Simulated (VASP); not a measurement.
# PbS (P-6m2) in VASP: a series of runs

Runs on PbS. Level: PBEsol. Tasks: single point.

Program: VASP 6.6.1. These are calculated values, not measurements. Logs are shortened: lines on timing, memory, paths and dates and some standing lists are left out, and cuts for length are marked.

**1. The structure**

It takes space group P-6m2 (No. 187, hexagonal). Conventional cell: a = 4.090 Å, b = 4.090 Å, c = 3.788 Å, α = 90.00°, β = 90.00°, γ = 120.00°. Pb (site symmetry -6m2) is surrounded by 6 S at 3.03 Å. S (site symmetry -6m2) is surrounded by 6 Pb at 3.03 Å.

Measurements of this composition are mostly on another form, of space group No. 225.

**2. Single point, PBEsol**

The input, INCAR:

```
PREC = Accurate
ENCUT = 520
EDIFF = 1E-6
ISMEAR = 0
SIGMA = 0.15
LREAL = False
LASPH = True
NELM = 100
ALGO = Fast
ISIF = 2
LWAVE = False
LCHARG = False
GGA = PS
NBANDS = 17
```

The input, KPOINTS:

```
regular mesh
0
Gamma
  15 15 12
```

The input, POSCAR:

```
PbS
1.0
    4.0896976867      0.0000000000      0.0000000000
   -2.0448488433      3.5417820905      0.0000000000
    0.0000000000      0.0000000000      3.7881670000
Pb S
1 1
Direct
    0.0000000000      0.0000000000      0.0000000000
    0.6666666667      0.3333333333      0.5000000000
```

Potentials or basis: VASP PAW PBE potentials, release 64 (Pb_d, S).

On the command line:

```sh
$ cat potpaw_PBE.64/Pb_d/POTCAR potpaw_PBE.64/S/POTCAR > POTCAR
$ mpirun -np 1 vasp_std > vasp.out
```

OUTCAR:

```text
PREC = Accurate
   ENCUT = 520
   EDIFF = 1E-6
   ISMEAR = 0
   LREAL = False
   LASPH = True
   NELM = 100
   ISIF = 2
   GGA = PS

 ion  position               nearest neighbor table
   1  0.000  0.000  0.000-   2 3.03   2 3.03   2 3.03   2 3.03   2 3.03   2 3.03
   2  0.667  0.333  0.500-   1 3.03   1 3.03   1 3.03   1 3.03   1 3.03   1 3.03

  LATTYP: Found a hexagonal cell.
 ALAT       =     4.0896976867
 C/A-ratio  =     0.9262706660

  Lattice vectors:

 A1 = (   4.0896976867,   0.0000000000,   0.0000000000)
 A2 = (  -2.0448488433,   3.5417820905,   0.0000000000)
 A3 = (   0.0000000000,   0.0000000000,   3.7881670000)

Analysis of symmetry for initial positions (statically):
=====================================================================
 Subroutine PRICEL returns:
 Original cell was already a primitive cell.

 Routine SETGRP: Setting up the symmetry group for a
 hexagonal supercell.

 Subroutine GETGRP returns: Found 12 space group operations
 (whereof 12 operations were pure point group operations)
 out of a pool of 24 trial point group operations.

The static configuration has the point symmetry D_3h.

Analysis of symmetry for dynamics (positions and initial velocities):
=====================================================================
 Subroutine PRICEL returns:
 Original cell was already a primitive cell.

 Routine SETGRP: Setting up the symmetry group for a
 hexagonal supercell.

 Subroutine GETGRP returns: Found 12 space group operations
 (whereof 12 operations were pure point group operations)
 out of a pool of 24 trial point group operations.

The dynamic configuration has the point symmetry D_3h.

 Subroutine INISYM returns: Found 12 space group operations
 (whereof 12 operations are pure point group operations),
 and found     1 'primitive' translations

----------------------------------------------------------------------------------------

                                     Primitive cell

  volume of cell :      54.8709

  direct lattice vectors                    reciprocal lattice vectors
     4.089697687  0.000000000  0.000000000     0.244516851  0.141171870  0.000000000
    -2.044848843  3.541782090  0.000000000     0.000000000  0.282343740  0.000000000
     0.000000000  0.000000000  3.788167000     0.000000000  0.000000000  0.263979914

  length of vectors
     4.089697687  4.089697687  3.788167000     0.282343740  0.282343740  0.263979914

  position of ions in fractional coordinates (direct lattice)
     0.000000000  0.000000000  0.000000000
     0.666666667  0.333333333  0.500000000

  ion indices of the primitive-cell ions
   primitive index   ion index
                 1           1
                 2           2

----------------------------------------------------------------------------------------

 KPOINTS: regular mesh

Automatic generation of k-mesh.
 Grid dimensions read from file:
 generate k-points for:   15   15   12

 Generating k-lattice:

  Cartesian coordinates                     Fractional coordinates (reciprocal lattice)
     0.016301123  0.009411458  0.000000000     0.066666667 -0.000000000  0.000000000
     0.000000000  0.018822916  0.000000000     0.000000000  0.066666667  0.000000000
     0.000000000  0.000000000  0.021998326     0.000000000  0.000000000  0.083333333

  Length of vectors
     0.018822916  0.018822916  0.021998326

  Shift w.r.t. Gamma in fractional coordinates (k-lattice)
     0.000000000  0.000000000  0.000000000

 Subroutine IBZKPT returns following result:
 ===========================================

 Found    189 irreducible k-points:

 Following reciprocal coordinates:
            Coordinates               Weight
  0.000000  0.000000  0.000000      1.000000
  0.066667  0.000000  0.000000      6.000000
  0.133333  0.000000  0.000000      6.000000
  0.200000  0.000000  0.000000      6.000000
  0.266667  0.000000  0.000000      6.000000
  0.333333  0.000000  0.000000      6.000000
[... 16 lines left out ...]
  0.333333  0.200000  0.000000     12.000000
  0.400000  0.200000  0.000000      6.000000
 [... further k-points ...]
   k-points           NKPTS =    189   k-points in BZ     NKDIM =    189   number of bands    NBANDS=     17
   number of dos      NEDOS =    301   number of ions     NIONS =      2
   total plane-waves  NPLWV =  25200
   dimension x,y,z NGX =    30 NGY =   30 NGZ =   28
   dimension x,y,z NGXF=    60 NGYF=   60 NGZF=   56
   ions per type =               1   1
   NGX,Y,Z   is equivalent  to a cutoff of  12.19, 12.19, 12.29 a.u.
   NGXF,Y,Z  is equivalent  to a cutoff of  24.39, 24.39, 24.58 a.u.
 SYSTEM =  unknown system
   PREC   = accura    normal or accurate (medium, high low for compatibility)
   ISTART =      0    job   : 0-new  1-cont  2-samecut
   ICHARG =      2    charge: 1-file 2-atom 10-const
   ISPIN  =      1    spin polarized calculation?
   LNONCOLLINEAR =      F non collinear calculations
   LSORBIT =      F    spin-orbit coupling
   LASPH  =      T    aspherical Exc in radial PAW
   ENCUT  =  520.0 eV  38.22 Ry    6.18 a.u.   7.60  7.60  7.04*2*pi/ulx,y,z
   NELM   =    100;   NELMIN=  2; NELMDL= -5     # of ELM steps
   EDIFF  = 0.1E-05   stopping-criterion for ELM
   LREAL  =      F    real-space projection
   EDIFFG = 0.1E-04   stopping-criterion for IOM
   NSW    =      0    number of steps for IOM
   IBRION =     -1    ionic relax: 0-MD 1-quasi-New 2-CG
   NFREE  =      0    steps in history (QN), initial steepest desc. (CG)
   ISIF   =      2    stress and relaxation
   ISYM   =      2    0-nonsym 1-usesym 2-fastsym
   POTIM  = 0.5000    time-step for ionic-motion
   TEBEG  =    0.0;   TEEND  =   0.0 temperature during run
   PSTRESS=    0.0 pullay stress
   NELECT =      20.0000    total number of electrons
   NUPDOWN=      -1.0000    fix difference up-down
   EMIN   =  10.00;   EMAX   =-10.00  energy-range for DOS
   EFERMI =   0.00;   METHOD = LEGACY
   ISMEAR =     0;   SIGMA  =   0.15  broadening in eV -4-tet -1-fermi 0-gaus
   EFERMI_NEDOS =   21; number of points for ismear=-14 and -15
   IALGO  =     68    algorithm
   IMIX   =      4    mixing-type and parameters
     AMIX     =   0.40;   BMIX     =  1.00
     AMIX_MAG =   1.60;   BMIX_MAG =  1.00
  volume/ion in A,a.u.               =      27.44       185.14
  Fermi-wavevector in a.u.,A,eV,Ry     =   1.169421  2.209885 18.606576  1.367545
  Thomas-Fermi vector in A             =   2.305894
   LORBIT       =      0    0 simple, 1 ext, 2 COOP (PROOUT), +10 PAW based schemes
   GGA     = PS    functional components
   LHFCALC =     F    Hartree Fock is set to
   AEXX    =    0.0000 exact exchange contribution
   IVDW    =     0    specifies the selected vdW correction
   LEPSILON=     F    determine dielectric tensor
   LRPA    =     F    only Hartree local field effects (RPA)
 non-spin polarized calculation
 RMM-DIIS sequential band-by-band and
 Gauss-broadening in eV      SIGMA  =   0.15
  energy-cutoff  :      520.00
  volume of cell :       54.87
 maximum number of plane-waves:      1506
   NGX = 15   NGY = 15   NGZ = 15

 number of electron      19.9999998 magnetization

 Free energy of the ion-electron system (eV)
  ---------------------------------------------------
  ext. energy  EPLUGINS =         0.00000000
  ---------------------------------------------------
  free energy    TOTEN  =        -9.18558663 eV

  energy without entropy =       -9.18390770  energy(sigma->0) =       -9.18474716

 E-fermi :   4.9531     XC(G=0):  -9.6394

 val. band max:        4.8732171908   @ k =   0.0667   0.0000   0.5000
 cond. band min:       5.0052584592   @ k =   0.3333   0.2667   0.0000
 fundamental gap:      0.1320412684
 Fermi energy:         4.9530586959

 k-point     1 :       0.0000    0.0000    0.0000
  band No.  band energies     occupation
      1     -11.7613      2.00000
      2     -11.7387      2.00000
      3     -11.7387      2.00000
      4     -11.6389      2.00000
      5     -11.6389      2.00000
      6      -8.1087      2.00000
[... 9 lines left out ...]
     16      16.0465      0.00000
     17      16.4238      0.00000

 k-point     2 :       0.0667    0.0000    0.0000
  band No.  band energies     occupation
      1     -11.7600      2.00000
      2     -11.7399      2.00000
      3     -11.7360      2.00000
      4     -11.6403      2.00000
      5     -11.6392      2.00000
      6      -8.0733      2.00000
[... 9 lines left out ...]
     16      15.6983      0.00000
     17      16.1580      0.00000

 k-point     3 :       0.1333    0.0000    0.0000
  band No.  band energies     occupation
      1     -11.7571      2.00000
      2     -11.7424      2.00000
      3     -11.7281      2.00000
      4     -11.6444      2.00000
      5     -11.6401      2.00000
      6      -7.9694      2.00000
[... 9 lines left out ...]
     16      15.1029      0.00000
     17      15.8119      0.00000

 k-point     4 :       0.2000    0.0000    0.0000
  band No.  band energies     occupation
      1     -11.7569      2.00000
      2     -11.7420      2.00000
      3     -11.7165      2.00000
      4     -11.6504      2.00000
      5     -11.6413      2.00000
      6      -7.8043      2.00000
[... 9 lines left out ...]
     16      15.1823      0.00000
     17      15.6143      0.00000

 k-point     5 :       0.2667    0.0000    0.0000
  band No.  band energies     occupation
      1     -11.7618      2.00000
      2     -11.7366      2.00000
      3     -11.7031      2.00000
      4     -11.6572      2.00000
      5     -11.6428      2.00000
      6      -7.5924      2.00000
[... 9 lines left out ...]
     16      15.5627      0.00000
     17      16.2076      0.00000

 k-point     6 :       0.3333    0.0000    0.0000
  band No.  band energies     occupation
      1     -11.7679      2.00000
      2     -11.7300      2.00000
      3     -11.6902      2.00000
      4     -11.6637      2.00000
      5     -11.6442      2.00000
      6      -7.3595      2.00000
[... 9 lines left out ...]
     16      15.7372      0.00000
     17      16.1283      0.00000

 k-point     7 :       0.4000    0.0000    0.0000
  band No.  band energies     occupation
      1     -11.7729      2.00000
      2     -11.7246      2.00000
      3     -11.6801      2.00000
      4     -11.6687      2.00000
      5     -11.6453      2.00000
      6      -7.1479      2.00000
[... 9 lines left out ...]
     16      16.0799      0.00000
     17      16.1886      0.00000

 k-point     8 :       0.4667    0.0000    0.0000
  band No.  band energies     occupation
      1     -11.7757      2.00000
      2     -11.7216      2.00000
      3     -11.6746      2.00000
      4     -11.6715      2.00000
      5     -11.6460      2.00000
      6      -7.0166      2.00000
[... 9 lines left out ...]
     16      16.0395      0.00000
     17      16.4803      0.00000
[... 203 lines left out ...]
      1     -11.7627      2.00000
      2     -11.7268      2.00000
      3     -11.6851      2.00000
      4     -11.6678      2.00000
      5     -11.6483      2.00000
      6      -7.0846      2.00000
[... 9 lines left out ...]
     16      14.8650      0.00000
     17      16.6020      0.00000

 k-point    20 :       0.4000    0.1333    0.0000
  band No.  band energies     occupation
      1     -11.7648      2.00000
      2     -11.7228      2.00000
      3     -11.6818      2.00000
      4     -11.6700      2.00000
      5     -11.6491      2.00000
      6      -6.9615      2.00000
[... 9 lines left out ...]
     16      14.7583      0.00000
     17      15.9312      0.00000

 k-point    21 :       0.2000    0.2000    0.0000
  band No.  band energies     occupation
      1     -11.7512      2.00000
      2     -11.7399      2.00000
      3     -11.6940      2.00000
      4     -11.6625      2.00000
      5     -11.6474      2.00000
      6      -7.3038      2.00000
[... 9 lines left out ...]
     16      14.9688      0.00000
     17      16.2682      0.00000

 k-point    22 :       0.2667    0.2000    0.0000
  band No.  band energies     occupation
      1     -11.7518      2.00000
      2     -11.7332      2.00000
      3     -11.6904      2.00000
      4     -11.6658      2.00000
      5     -11.6499      2.00000
      6      -7.1030      2.00000
[... 9 lines left out ...]
     16      14.5885      0.00000
     17      16.7589      0.00000

 k-point    23 :       0.3333    0.2000    0.0000
  band No.  band energies     occupation
      1     -11.7530      2.00000
      2     -11.7265      2.00000
      3     -11.6893      2.00000
      4     -11.6678      2.00000
      5     -11.6518      2.00000
      6      -6.9490      2.00000
[... 9 lines left out ...]
     16      14.3489      0.00000
     17      15.7196      0.00000

 k-point    24 :       0.4000    0.2000    0.0000
  band No.  band energies     occupation
      1     -11.7535      2.00000
      2     -11.7236      2.00000
      3     -11.6893      2.00000
      4     -11.6685      2.00000
      5     -11.6525      2.00000
      6      -6.8901      2.00000
[... 9 lines left out ...]
     16      14.4089      0.00000
     17      14.9650      0.00000

 [... further k-points ...]
[... 5 lines left out ...]
  --------------------------------------------------------------------------------------
  -------------------------------------------------------------------------------------
  Total       -0.9477360     -0.9477360     -1.0539489     -0.0000000      0.0000000      0.0000000
  in kB      -27.6729732    -27.6729732    -30.7742862     -0.0000000      0.0000000      0.0000000
  external PRESSURE =     -28.7067442 kB  Pullay stress =       0.0000000 kB

 VOLUME and BASIS-vectors are now :
 -----------------------------------------------------------------------------
  energy-cutoff  :      520.00
  volume of cell :       54.87
      direct lattice vectors                 reciprocal lattice vectors
     4.089697687  0.000000000  0.000000000     0.244516851  0.141171870  0.000000000
    -2.044848843  3.541782090  0.000000000     0.000000000  0.282343740  0.000000000
     0.000000000  0.000000000  3.788167000     0.000000000  0.000000000  0.263979914

 POSITION                                       TOTAL-FORCE (eV/Angst)
 -----------------------------------------------------------------------------------
      0.00000      0.00000      0.00000        -0.000000      0.000000      0.000000
      2.04485      1.18059      1.89408         0.000000      0.000000      0.000000
 -----------------------------------------------------------------------------------
    total drift:                               -0.000000      0.000000      0.000000

  FREE ENERGIE OF THE ION-ELECTRON SYSTEM (eV)
  ---------------------------------------------------
  free  energy   TOTEN  =        -9.1855866274 eV

  energy  without entropy=       -9.1839076966  energy(sigma->0) =       -9.18474716
```

It took 3.7 min on 1 thread of AMD EPYC 7R43 (Zen 3), shared host; peak memory 0.25 GiB.

Results:

```
Free energy            : -9.1856 eV
Pressure               : -2.9 GPa
Band gap on the k mesh : none (metal or under the smearing width)
```

Stress tensor (GPa, compression positive):
```
-2.77  0.00  0.00
 0.00 -2.77  0.00
 0.00  0.00 -3.08
```

Levels at points of the mesh, in eV from the Fermi level:
| k point | band 6 | band 7 | band 8 | band 9 | band 10 | band 11 | band 12 | band 13 | band 14 | band 15 |
| --- | --- | --- | --- | --- | --- | --- | --- | --- | --- | --- |
| (0.00, 0.00, 0.00) | -13.06 | -6.37 | -2.07 | -1.58 | -1.58 | 3.51 | 3.51 | 5.26 | 6.56 | 6.98 |
| (0.00, 0.00, 0.50) | -11.94 | -8.91 | -0.99 | -0.99 | 0.12 | 0.89 | 3.92 | 3.92 | 8.25 | 8.25 |

Caveat: the PAW data sets were made with another functional, which shifts forces and pressure a little.

[end of part 1 of 2]
